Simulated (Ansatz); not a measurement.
# LiBr (rocksalt type): Wannier functions and tight-binding models

Where do the localised orbitals of LiBr (rocksalt type) sit, how far are they spread, and how do the settings change that? The runs, in order: PBE, anion s p, 6×6×6; PBE, anion s p, 4×4×4; PBE, anion s p, 8×8×8; PBE, anion p, 6×6×6; PBE, cation s and anion p, disentangled, 6×6×6; r2SCAN, anion s p, 6×6×6; r2SCAN, cation s and anion p, disentangled, 6×6×6; r2SCAN, anion p, 6×6×6; HSE06, anion s p, 6×6×6; HSE06, anion p, 6×6×6 (level, trial orbitals, Wannier mesh).

Program: Ansatz 0.2.0. Level of theory: plane waves, PAW. These are calculated values, not measurements.

1 further run of the same task is left out (it didn't finish).

### Step 1. Starting point

The structure is cubic, space group Fm-3m (No. 225). The conventional cell has a = 5.479 Å, b = 5.479 Å, c = 5.479 Å, α = 90.00°, β = 90.00°, γ = 90.00°. Li (site symmetry m-3m) is surrounded by 6 Br at 2.74 Å. Br (site symmetry m-3m) is surrounded by 6 Li at 2.74 Å.

As a file:

```
CELL_PARAMETERS angstrom
0.00000 2.73957 2.73957
2.73957 0.00000 2.73957
2.73957 2.73957 0.00000
ATOMIC_POSITIONS crystal
Li 0.00000 0.00000 0.00000
Br 0.50000 0.50000 0.50000
```

The cell was relaxed beforehand with r2SCAN; those runs aren't shown.

### Step 2. PBE, anion s p, 6×6×6

The input, input.yaml:

```yaml
crystal:
  lattice:
    - [0.0, 2.7395650468, 2.7395650468]
    - [2.7395650468, 0.0, 2.7395650468]
    - [2.7395650468, 2.7395650468, 0.0]
  atoms:
    - { symbol: Li, position: [0.0, 0.0, 0.0] }
    - { symbol: Br, position: [0.5, 0.5, 0.5] }
kpoints:
  mp_grid: { grid: [6, 6, 6] }
  band_path:
    path:
      - [[0.0, 0.0, 0.0], [0.5, -5.347270221571e-35, 0.5], [0.625, 0.25, 0.625]]
      - [[0.375, 0.375, 0.75], [0.0, 0.0, 0.0], [0.5, 0.5, 0.5], [0.5, 0.25, 0.75], [0.5, -5.347270221571e-35, 0.5]]
    npoints: 10
hamiltonian:
  xc: pbe
scf:
  occupations: { method: fixed }
  n_extra_bands: 6
output:
  forces: false
  stress: false
  eigenvalues: true
  wannier:
    kmesh: [6, 6, 6]
    projections: [{ species: Br, l: s, shell: 4 }, { species: Br, l: p, shell: 4 }]
    minimise: true
    write_hr: true
    conv_tol: 1.0e-08
    max_iter: 3000
```

Run with:

```console
$ ansatz run input.yaml --threads 4 --pin off --max-ram 3686MiB --backend cpu --events-out ev --progress --plain --runs-dir out
```

The runs that follow: PBE, anion s p, 4×4×4; PBE, anion s p, 8×8×8; PBE, anion p, 6×6×6; PBE, cation s and anion p, disentangled, 6×6×6; r2SCAN, anion s p, 6×6×6; r2SCAN, cation s and anion p, disentangled, 6×6×6; r2SCAN, anion p, 6×6×6; HSE06, anion s p, 6×6×6; HSE06, anion p, 6×6×6.

Before running them: what should the planned runs give, taken together? Wanted: total spread, PBE, anion s p, 6×6×6; total spread, PBE, anion s p, 4×4×4; total spread, PBE, anion s p, 8×8×8; total spread, PBE, anion p, 6×6×6; total spread, PBE, cation s and anion p, disentangled, 6×6×6; total spread, r2SCAN, anion s p, 6×6×6; total spread, r2SCAN, cation s and anion p, disentangled, 6×6×6; total spread, r2SCAN, anion p, 6×6×6; total spread, HSE06, anion s p, 6×6×6.

**Answer**, as computed:

| quantity | value |
| --- | --- |
| total spread, PBE, anion s p, 6×6×6 | 5.09 Å² over 4 functions |
| total spread, PBE, anion s p, 4×4×4 | 4.82 Å² over 4 functions |
| total spread, PBE, anion s p, 8×8×8 | 5.18 Å² over 4 functions |
| total spread, PBE, anion p, 6×6×6 | 5.05 Å² over 3 functions |
| total spread, PBE, cation s and anion p, disentangled, 6×6×6 | 7.91 Å² over 4 functions |
| total spread, r2SCAN, anion s p, 6×6×6 | 4.96 Å² over 4 functions |
| total spread, r2SCAN, cation s and anion p, disentangled, 6×6×6 | 8.07 Å² over 4 functions |
| total spread, r2SCAN, anion p, 6×6×6 | 4.93 Å² over 3 functions |
| total spread, HSE06, anion s p, 6×6×6 | 4.98 Å² over 4 functions |
| total spread, HSE06, anion p, 6×6×6 | 4.95 Å² over 3 functions |
| centres of the first set | 0.49 Å from the nearest atom |

In words: With PBE, anion s p, 6×6×6 the 4 functions move off the atoms, with a mean spread of 1.27 Å²; 82 % of the total is gauge invariant. The total spread goes from 4.82 Å² on 4×4×4 to 5.18 Å² on 8×8×8: finite differences in k understate it on coarse meshes, while the largest miss of a band goes from 0.05 to 0.00 eV. On one set and mesh the functional gives 5.09 (PBE), 4.96 (r2SCAN), 4.98 (HSE06) Å². The disentangled models miss some band by up to 2.2 eV, which may lie outside their frozen windows.
